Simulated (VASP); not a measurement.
Wanted: the native input for a VASP 6.6.1 run.

| Property | Result |
| --- | --- |
| Task | relaxation of cell and atoms |
| Functional | PBE |
| Potentials or basis | VASP PAW PBE potentials, release 64 (Ag) |
| Cutoff | 600 eV |
| k mesh | 11 × 11 × 11 |
| Occupations | fermi-dirac, width 0.05 eV |
| Spin | no spin polarisation |
| Further INCAR settings | ALGO = Fast; EDIFF = 1e-07; IBRION = 2; EDIFFG = -0.005; NSW = 40; ISIF = 3 |

The structure of Ag lies in POSCAR:

```
Ag
1.0
   -1.6556540000      1.6556540000      1.6556540000
    1.6556540000     -1.6556540000      1.6556540000
    1.6556540000      1.6556540000     -1.6556540000
Ag
1
Direct
    0.0000000000      0.0000000000      0.0000000000
```

This isn't the form of Ag at room conditions, which is fcc.

The input as run:

INCAR

```
SYSTEM = Ag
PREC = Accurate
ENCUT = 600
EDIFF = 1E-7
ISMEAR = -1
SIGMA = 0.05
LREAL = .False.
LASPH = .True.
NELM = 100
ALGO = Fast
ISIF = 3
LWAVE = .False.
LCHARG = .False.
GGA = PE
IBRION = 2
NSW = 40
EDIFFG = -0.005
PSTRESS = 0
```

KPOINTS

```
regular mesh
0
Gamma
  11 11 11
  0 0 0
```

Potentials or basis: VASP PAW PBE potentials, release 64 (Ag).

The run is started by

```bash
$ cat potpaw_PBE.64/Ag/POTCAR > POTCAR
$ mpirun -np 1 vasp_std > vasp.out
```

Results of the run:

| Quantity | Value |
| --- | --- |
| Relaxed volume | 17.96 Å³/atom |
| Relaxed cell | a = 2.857 Å, b = 2.857 Å, c = 2.857 Å, α = 109.47°, β = 109.47°, γ = 109.47° |
| Space group after relaxing (to 0.05 Å) | Im-3m (No. 229) |
| Energy gained by relaxing | 0.6 meV/atom |
| Ionic steps | 3 |
| Pressure after relaxing | 0.0 GPa |
| Band gap on the k mesh | none (metal or under the smearing width) |

Run time: 19 s on 1 thread of Intel(R) Xeon(R) Platinum 8259CL CPU @ 2.50GHz (Skylake/Cascade Lake), on a shared host, peak memory 0.15 GiB.
